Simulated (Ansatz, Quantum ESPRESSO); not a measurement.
# AlFe in the B2 ordering: electron–phonon coupling with Quantum ESPRESSO, part 6 of 6

Each step names its level of theory.

So far, highest frequency, solved or plainly interpolated (cm⁻¹): step 4 (phonons and couplings with ph.x: Methfessel–Paxton smearing of 0.2 eV) 382; step 5 (coupling and resistivity: Methfessel–Paxton smearing of 0.2 eV, PBE) 384. The relaxed cell has a = 2.875 Å (conventional setting).

The structure was built from a prototype and need not be the compound's stable phase.

**7. Second program, linear response: Methfessel–Paxton smearing of 0.2 eV (continued)**

Level of this step: DFT PBE, scalar-relativistic, plane waves, GBRV ultrasoft pseudopotentials (Quantum ESPRESSO).

As ph.x prints them, no sum rule imposed; at the zone centre the sum is no linewidth. Double-delta sums:

```
  q1    q2    q3  star  mode  omega (meV)  lambda_q, sigma 0.1 eV  lambda_q, sigma 0.2 eV  lambda_q, sigma 0.3 eV  lambda_q, sigma 0.4 eV  half width at sigma 0.2 (meV)
   0     0     0     1     1        1.277                       0                       0                       0                       0                        4.14e-5
   0     0     0     1     2        1.277                       0                       0                       0                       0                        4.14e-5
   0     0     0     1     3        1.277                       0                       0                       0                       0                        4.14e-5
   0     0     0     1     4        42.91                 1.00e-4                 5.00e-4                 7.00e-4                 7.00e-4                        0.00335
   0     0     0     1     5        42.91                 1.00e-4                 5.00e-4                 7.00e-4                 7.00e-4                        0.00335
   0     0     0     1     6        42.91                 1.00e-4                 5.00e-4                 7.00e-4                 7.00e-4                        0.00335
   0     0  -0.5     3     1        27.54                  0.0408                  0.0257                  0.0265                  0.0268                        0.06489
   0     0  -0.5     3     2        27.54                  0.0408                  0.0257                  0.0265                  0.0268                        0.06489
   0     0  -0.5     3     3        27.58                  0.1217                  0.1344                  0.1219                  0.1065                         0.3407
   0     0  -0.5     3     4        30.61                  0.4347                  0.4369                   0.399                  0.3708                          1.365
   0     0  -0.5     3     5        34.74                  0.0389                  0.0434                  0.0454                  0.0435                         0.1746
   0     0  -0.5     3     6        34.74                  0.0389                  0.0434                  0.0454                  0.0435                         0.1746
   0  -0.5  -0.5     3     1        14.37                  0.6363                  0.5217                  0.4807                  0.4388                         0.3591
   0  -0.5  -0.5     3     2        14.37                  0.6363                  0.5217                  0.4807                  0.4388                         0.3591
   0  -0.5  -0.5     3     3        32.62                  0.0158                  0.0212                  0.0197                   0.018                        0.07515
   0  -0.5  -0.5     3     4        35.73                  0.0067                  0.0099                  0.0086                  0.0076                        0.04206
   0  -0.5  -0.5     3     5         47.5                   0.034                  0.0245                    0.02                  0.0169                         0.1842
   0  -0.5  -0.5     3     6         47.5                   0.034                  0.0245                    0.02                  0.0169                         0.1842
-0.5  -0.5  -0.5     1     1        28.92                  0.2403                    0.12                  0.1201                  0.1192                         0.3346
-0.5  -0.5  -0.5     1     2        28.92                  0.2403                    0.12                  0.1201                  0.1192                         0.3346
-0.5  -0.5  -0.5     1     3        28.92                  0.2403                    0.12                  0.1201                  0.1192                         0.3346
-0.5  -0.5  -0.5     1     4           43                  0.0332                  0.0271                  0.0326                  0.0339                          0.167
-0.5  -0.5  -0.5     1     5           43                  0.0332                  0.0271                  0.0326                  0.0339                          0.167
-0.5  -0.5  -0.5     1     6           43                  0.0332                  0.0271                  0.0326                  0.0339                          0.167
```

Mean over the q mesh without its centre; few wavevectors enter, so none of the widths can be taken as converged. Coupling constant λ, lambda against Gaussian width:

```
Gaussian width (eV)  coupling constant λ, lambda
              0.100                         1.01
              0.200                        0.849
              0.300                        0.792
              0.400                        0.732
```

λ runs from 1.01 at 0.1 eV to 0.732 at 0.4 eV.

**8. Outcome**

```json
{
 "run": "PBE, q 2×2×2, k 6×6×6, scattering 8×8×8 (Methfessel–Paxton smearing of 0.2 eV)",
 "coupling constant λ": "spin up: 0.0943; spin down: 0.817",
 "log mean phonon energy ħω_log": "spin up: 20.3 meV; spin down: 19.3 meV",
 "states at the Fermi level": "spin up: 0.214 states/eV/spin/cell; spin down: 2.10 states/eV/spin/cell",
 "resistivity at 300 K": "11.7 μΩ cm",
 "Drude plasma energy": "spin up: 2.75 eV; spin down: 4.71 eV",
 "resistivity times mean free path": "6.23 × 10⁻¹⁶ Ω m²",
 "change between its two finest scattering meshes": "λ 32 %, resistivity at 300 K 81 %",
 "time of that run": "28 s",
 "coupling λ by Gaussian sums at 0.2 eV, Quantum ESPRESSO, GBRV, cutoff 707 eV, q 2×2×2, k 8×8×8": "1.28",
 "coupling λ by Gaussian sums at 0.2 eV, Quantum ESPRESSO, GBRV, cutoff 707 eV, q 2×2×2, k 10×10×10": "0.849"
}
```

What this shows: On the last rung that gave a resistivity at the base settings (q 2×2×2, k 6×6×6, scattering 8×8×8), AlFe in the B2 ordering has λ = 0.75 and a phonon-limited resistivity of 11.7 μΩ cm at 300 K. Under gradient-corrected functionals ph.x can misplace modes where the density is low; no frozen-phonon run checks these frequencies. In the last run that gave them, λ from the Gaussian sums still varies by a factor of 1.4 between widths of 0.1 and 0.4 eV; these sums hold few wavevectors and leave out the zone centre. The coupling is strong (λ = 0.75 in the run with Methfessel–Paxton smearing of 0.2 eV), so phonons raise the electrons' mass at the Fermi surface by about 75 % in the mean of the spin channels, weighted by their densities of states, if this value holds on finer meshes. By the run's own test λ moves by 32 % between the two scattering meshes. Values of ρ(T) under 50 K rest on the softest modes, mostly interpolated ones, and are the least sure of the table. The three lowest branches give 85 % of λ. By the run's own test, which takes the component that moves most, the resistivity at 300 K moves by 81 % between its two finest scattering meshes, so it is not converged. In the run quoted no mode is imaginary at the wavevectors of the 2×2×2 mesh; wavevectors off that mesh are interpolated. Only scattering by harmonic phonons counts; impurities, grain boundaries, magnons and spin disorder and thermal expansion are left out. The magnetic order is the one started from and need not be the ground state. The structure was built by hand as an ordered model, and its stability against other phases was not tested.

[Logs are printed without paths, hosts, clocks, repeated set-up lines and the standing remarks that a program may print on its own settings, such as how far it seeks lower states.]

[Hosts, paths, dates, database ids (printed as entryN), source tags and the programs' standing remarks are cut or masked in the printed files.]
